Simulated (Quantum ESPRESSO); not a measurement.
BN:

```
N B
1.0
     2.49824    0.00000    0.00000
    -1.24912    2.16354    0.00000
     0.00000    0.00000    6.63570
N B
2 2
Cartesian
  1.2491 0.7212 1.6589
  0.0000 1.4424 4.9768
  1.2491 0.7212 4.9768
  0.0000 1.4424 1.6589
```

Base run:

- Program: Quantum ESPRESSO 7.5
- Functional: LDA
- Potentials or basis: GBRV 1.5 LDA
- Cutoff: 612 eV
- Density cutoff: 4898 eV
- k mesh: 12 × 12 × 4
- Occupations: fermi-dirac, width 0.05 eV
- Spin: no spin polarisation

Its results: band gap on the k mesh 4.09 eV, indirect (least direct gap 4.52 eV); pressure -2.1 GPa.

Problem. The run is repeated on the same cell with these changes: functional from LDA to PBEsol; potentials or basis from GBRV 1.5 LDA to GBRV 1.5 PBEsol. What comes out?

Solution. Band gap on the k mesh 4.19 eV, indirect (least direct gap 4.61 eV); pressure 2.5 GPa.

Caveats: some levels on the path didn't converge (some runs); this functional lacks dispersion, which binds the layers, so the pressure and a relaxed spacing across them are unreliable (some runs).

A k mesh can miss the band edges.
